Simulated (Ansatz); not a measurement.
Crystal: Ni.

```
CELL_PARAMETERS angstrom
0.00000 1.73757 1.73757
1.73757 0.00000 1.73757
1.73757 1.73757 0.00000
ATOMIC_POSITIONS crystal
Ni 0.00000 0.00000 0.00000
```

Base run:

| Item | Value |
| --- | --- |
| Program | Ansatz 0.2.0 |
| Functional | revPBE |
| Potentials or basis | Ansatz PAW |
| Cutoff | 420 eV (not typed: the program's choice for these potentials) |
| k mesh | 13 × 13 × 13 |
| Occupations | fermi-dirac, width 0.05 eV |
| Spin | collinear spin, ferromagnetic start |
| Starting moments | [1.0] μB |

Its results: band gap on the k mesh none (metal or under the smearing width); pressure 12.3 GPa; net moment 0.63 μB per cell; site moments Ni +0.67 μB.

Task: After a change of settings the same cell gave: band gap on the k mesh none (metal or under the smearing width); pressure 6.9 GPa; net moment 0.98 μB per cell; site moments Ni +1.08 μB. Which change was it?
A. functional from revPBE to r2SCAN; cutoff from 420 eV (not typed: the program's choice for these potentials) to 500 eV (not typed: the program's choice for these potentials)
B. functional from revPBE to BLYP
C. functional from revPBE to PBE; occupations from fermi-dirac, width 0.05 eV to gaussian, width 0.012 eV
D. functional from revPBE to HSE03; k mesh from 13 × 13 × 13 to 7 × 7 × 7

Result: D.

Caveats: some runs use coarse meshes; the PAW data sets come from PBE, with cores solved anew for the run's functional, which leaves a small shift of forces and pressure; the magnetic or orbital state may not be the lowest (some runs); the thresholds are loose for stress (some runs).
